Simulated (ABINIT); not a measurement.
The system is Ba.

```
Ba
1.0
     3.91772    0.00000    0.00000
     0.00000    3.91772    0.00000
     0.00000    0.00000    3.91772
Ba
1
Direct
  0.00000 0.00000 0.00000
```

This isn't the form of Ba at room conditions, which is bcc.

| Property | Result |
| --- | --- |
| Program | ABINIT 10.8.3 (patched build) |
| Task | single point |
| Functional | PBE |
| Potentials or basis | JTH PAW PBE v2.0 |
| Cutoff | 408 eV |
| k mesh | 7 × 7 × 7 |
| Occupations | fermi-dirac, width 0.05 eV |
| Spin | no spin polarisation |

On this cell: pressure 0.3 GPa.

The same run follows on a disturbed copy (cell strained at random at fixed volume):

```
Ba
1.0
     3.95249   -0.02723   -0.05295
    -0.02723    3.92735   -0.00032
    -0.05295   -0.00032    3.87462
Ba
1
Direct
  0.00274 0.00448 0.98942
```

Question: What does the disturbed cell give?

Answer: The energy moves by +0.8 meV/atom; pressure 0.3 GPa.

Stress tensor (GPa, compression positive):
```
 0.03 -0.09 -0.16
-0.09  0.18  0.01
-0.16  0.01  0.69
```

Caveats: this set's barium file shifts pressures by 1.5 GPa and gaps by 0.1 eV against other sets.
